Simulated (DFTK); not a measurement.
# BP in DFTK: the effect of functional

BP:

```xyz
2
Lattice="0.0000 2.2690 2.2690 2.2690 0.0000 2.2690 2.2690 2.2690 0.0000" Properties=species:S:1:pos:R:3 pbc="T T T"
P     3.4035    3.4035    3.4035
B     0.0000    0.0000    0.0000
```

Alike in all runs:

```yaml
Program: DFTK 0.8.2
Task: band structure
Potentials_or_basis: SG15 1.2 (PBE)
Cutoff: 1225 eV
k_mesh: 10 × 10 × 10
Occupations: fermi-dirac, width 0.05 eV
Spin: no spin polarisation
```

```tsv
functional	gap on the mesh (eV)
LDA	1.11
PBE	1.28
PBEsol	1.13
RPBE	1.34
BLYP	1.57
AM05	1.13
WC	1.16
r2SCAN	?
BJ06	1.47
```

Question: What does the run with functional r2SCAN give?

Answer: gap on the mesh 1.41 eV.

Caveats: the program leaves the constant c of mgga_x_tb09 at 1, so the potential is Becke-Johnson's (BJ06) and not Tran and Blaha's, with levels but no total energy (some runs).

